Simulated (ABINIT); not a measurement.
Here is an ABINIT 10.8.3 (patched build) calculation.

File run.abi:

```
# Pseudopotentials
pp_dirpath "./"
pseudos "In.GGA_PBE-JTH.xml, Se.GGA_PBE-JTH.xml"

# Structure
acell 7.6483439417 7.6483439418 34.1134586639
rprim
     1.0000000000     0.0000000000     0.0000000000
    -0.5000000000     0.8660254038     0.0000000000
     0.0000000000     0.0000000000     1.0000000000
ntypat 2
znucl 49 34
natom 8
typat 1 1 1 1 2 2 2 2
xred
     0.3363050000     0.6763900000     0.0775700000
     0.3330840000     0.6673720000     0.9223880000
    -0.0008300000    -0.0018540000     0.4226850000
     0.0088850000    -0.0027040000     0.5762080000
     0.3376140000     0.6681520000     0.3515270000
     0.3334960000     0.6630990000     0.6485180000
     0.6707000000     0.3364080000     0.1467790000
     0.6641430000     0.3298740000     0.8533380000
chkprim 0
chksymtnons 0
tolsym 1.0e-6

# Plane-wave basis
ecut 22.0
pawecutdg 44.0
pawxcdev 0

# k points
kptopt 1
ngkpt 8 8 2
nshiftk 1
shiftk 0.0 0.0 0.0

# Exchange and correlation
ixc 11

# Bands and occupations
nband 46
occopt 3
tsmear 0.05 eV

# SCF cycle
nstep 100
tolvrs 1.0e-9

# Output
iomode 3
prtwf 0
prtden 0
prteig 0
prtebands 0
```

Potentials or basis: JTH PAW PBE v2.0.

The run is started by

```sh
$ mpirun --bind-to none -np 4 abinit run.abi > log 2>&1
```

(1) What does it give for the band gap on the k mesh?

(2) What does it give for the largest force?

## Answers

(1) 0.74 eV, direct.

(2) 0.335 eV/Å.

Caveat: spin-orbit coupling is left out, which moves the levels of the heavy elements.
